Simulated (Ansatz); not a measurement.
Ta2C: equation of state with r2SCAN

The system is Ta2C.

```
CELL_PARAMETERS angstrom
3.10590 0.00000 0.00000
-1.55295 2.68979 0.00000
0.00000 0.00000 4.94640
ATOMIC_POSITIONS crystal
Ta 0.66667 0.33333 0.74799
Ta 0.33333 0.66667 0.25201
C 0.00000 0.00000 0.00000
```

```json
{
 "Program": "Ansatz 0.2.0",
 "Task": "equation of state",
 "Functional": "r2SCAN",
 "Potentials or basis": "Ansatz PAW",
 "Cutoff": "500 eV",
 "Density cutoff": "2000 eV",
 "k mesh": "10 × 10 × 6",
 "Occupations": "fermi-dirac, width 0.05 eV",
 "Spin": "no spin polarisation"
}
```

| Item | Value |
| --- | --- |
| Equilibrium volume | 13.83 Å³/atom |
| Bulk modulus at fixed shape and positions | 288 GPa |
| Pressure derivative of the bulk modulus | 4.1 |

Energy against volume, from the lowest point:
```
volume (Å³/atom)  energy (meV/atom)
          12.948              55.73
          13.223              25.22
          13.499               7.04
          13.774               0.00
          14.050               3.02
          14.325              15.13
          14.601              35.44
```

All runs of the series together: 24 s on 2 threads of AMD EPYC 7R43 64-Core Processor (Zen 3) (shared host).

Caveat: the cell was scaled at fixed shape and fractional positions, which overstates the stiffness of a crystal with free parameters, most of all of layers and chains; the PAW data sets were made with another functional, which shifts forces and pressure a little. Spin-orbit coupling is left out, which matters for the levels of Ta.
